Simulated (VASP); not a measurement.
Runs of VASP 6.6.1 on W2C. The structure is trigonal, space group P-3m1 (No. 164). Conventional cell: a = 3.070 Å, b = 3.070 Å, c = 4.678 Å, α = 90.00°, β = 90.00°, γ = 120.00°. W (site symmetry 3m) is surrounded by 3 C at 2.13 Å. C (site symmetry -3m) is surrounded by 6 W at 2.13 Å. The cell comes from a database or a generator and needn't be the stable form of this composition.

```tsv
share of exact exchange	gap on the mesh (eV)	pressure (GPa)	largest force (eV/Å)
0.4	none	-15.6	0.94
0.25	none	(a)	0.70
0.05	none	-2.7	0.38
0.3	none	(b)	0.78
0.2	none	(c)	0.62
```

Alike in all rows: task single point; level HSE(alpha, omega); potentials or basis VASP PAW PBE potentials, release 64 (W_sv, C); no spin polarisation; cell as given; k mesh 5 × 5 × 3; cutoff (eV) 520; smearing fermi-dirac 0.05 eV; the mesh is coarse, so values aren't converged.

Task: Fill in the values left out.

Result: (a) -10.2; (b) -12.0; (c) -8.3.

Caveats: all runs use coarse meshes; the PAW data sets were made with another functional, which shifts forces and pressure a little.

A k mesh can miss the band edges, and the runs leave out spin-orbit coupling on W.

A gap of «none» marks a metal or a gap under the smearing width.
